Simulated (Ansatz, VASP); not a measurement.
Two plane-wave programs on Ir

```xyz
1
Lattice="0.0000 1.9197 1.9197 1.9197 0.0000 1.9197 1.9197 1.9197 0.0000" Properties=species:S:1:pos:R:3 pbc="T T T"
Ir    0.0000    0.0000    0.0000
```

Alike in both runs: task single point; functional PBE; k mesh 24 × 24 × 24; occupations gaussian, width 0.15 eV; no spin polarisation.

|  | VASP | Ansatz |
| --- | --- | --- |
| version | VASP 6.6.1 | Ansatz 0.2.0 |
| potentials or method | VASP PAW PBE potentials, release 64 (Ir) | scalar-relativistic, plane waves, PAW |
| plane-wave cutoff (eV) | 520 | 420 |
| valence electrons in the cell | 9 | 17 |

VASP gave:

```
gap on the k mesh at the Fermi level (eV) : none
pressure (GPa)                            : 9.7
```

Q: Which values does Ansatz return?

A: gap on the k mesh at the Fermi level (eV): none; pressure (GPa): 9.1.

A gap of «none» marks a metal or a gap that the smearing closes. The two sets of potentials don't hold the same shells in valence.

Spin-orbit coupling is left out, which matters for the levels of Ir.
